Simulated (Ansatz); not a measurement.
# MgF2: further runs on the relaxed cell

One table from this session's results is given with a row withheld; the runs are named, their logs left out.

Method: DFT PBEsol, scalar-relativistic, plane waves, PAW, in Ansatz 0.2.0.

1 further run of the same task is left out (set aside as unsound or not needed). Runs told in other sessions of the task aren't counted.

### The structure to begin with

Symmetry: P4_2/mnm, No. 136, tetragonal system. The conventional cell has a = 4.639 Å, b = 4.639 Å, c = 3.062 Å, α = 90.00°, β = 90.00°, γ = 90.00°. Around Mg (site symmetry mmm) lie 6 F at 1.99 to 2.00 Å. F (site symmetry m2m) is surrounded by 3 Mg at 1.99 to 2.00 Å.

Coordinates:

```cif
data_structure
_symmetry_space_group_name_H-M 'P4_2/mnm'
_symmetry_Int_Tables_number 136
_cell_length_a 4.6388
_cell_length_b 4.6388
_cell_length_c 3.0622
_cell_angle_alpha 90.000
_cell_angle_beta 90.000
_cell_angle_gamma 90.000
_cell_volume 65.89
loop_
_atom_site_label
_atom_site_type_symbol
_atom_site_symmetry_multiplicity
_atom_site_Wyckoff_symbol
_atom_site_fract_x
_atom_site_fract_y
_atom_site_fract_z
_atom_site_occupancy
Mg1 Mg 2 a 0.00000 0.00000 0.00000 1
F1 F 4 f 0.30338 0.30338 0.00000 1
```

It is the result of an earlier relaxation at this level (volume 10.98 Å³/atom; gap on the mesh: 6.89 eV).

The first run:

input.yaml reads:

```yaml
crystal:
  lattice:
    - [4.5919281237, 0.0, 0.0]
    - [0.0, 4.5919281237, 0.0]
    - [0.0, 0.0, 3.03125954]
  atoms:
    - { symbol: Mg, position: [0.0, 0.0, 0.0] }
    - { symbol: Mg, position: [0.5, 0.5, 0.5] }
    - { symbol: F, position: [0.3033761471, 0.3033761471, 0.0] }
    - { symbol: F, position: [0.1966238529, 0.8033761471, 0.5] }
    - { symbol: F, position: [0.6966238529, 0.6966238529, 0.0] }
    - { symbol: F, position: [0.8033761471, 0.1966238529, 0.5] }
basis:
  ecutwfc: 420
kpoints:
  mp_grid: { grid: [6, 6, 8] }
hamiltonian:
  xc: pbesol
scf:
  occupations: { method: gaussian, width: 0.02 }
output:
  forces: true
  stress: true
  eigenvalues: true
relax:
  adjacent_minimum: "off"
  f_tol: 0.01
  max_steps: 30
  cell: { stress_tol: 0.1, fix: [volume] }
```

Launch:

```sh
$ ansatz run input.yaml --threads 2 --pin off --max-ram 5120MiB --backend cpu --events-out ev --progress --plain --runs-dir out
```

Among the steps run: Volume × 0.97; The cell scaled to 1.03 of its volume; Point at V/V0 = 0.94; Point at V/V0 = 1.06; Volume × 0.91; Point at V/V0 = 1.10; Point at V/V0 = 0.88.

One table of the session follows, with a row left open; its other results are not shown here.

It belongs to the step «Equation of state». 

| volume (Å³/atom) | energy above the lowest point (meV/atom) | pressure (GPa) | gap on the mesh (eV) |
| --- | --- | --- | --- |
| 9.664 | 60.9 | 16.62 | 7.78 |
| 9.994 | 32.3 | 11.39 | 7.53 |
| 10.323 | 13.5 | 6.96 | 7.31 |
| 10.653 | 3.2 | 3.20 | 7.09 |
| 10.982 | 0.0 | 0.01 | 6.89 |
| 11.312 | ? | ? | ? |
| 11.641 | 10.7 | -4.96 | 6.53 |
| 12.080 | 27.8 | -7.42 | 6.32 |

Q: Estimate the row for volume (Å³/atom) = 11.312 from the others.

Worked estimate for «energy above the lowest point (meV/atom)». A straight line through the neighbours (10.982, 0.0) and (11.641, 10.7) gives 0.0 + (10.7 − 0.0) × (11.312 − 10.982) / (11.641 − 10.982) = 5.4; a parabola fitted to 4 rows on both sides gives 2.9.

**Answer.** energy above the lowest point (meV/atom): 2.8; pressure (GPa): -2.69; gap on the mesh (eV): 6.70. In «energy above the lowest point (meV/atom)» the line misses by +2.6 and the parabola by +0.1.
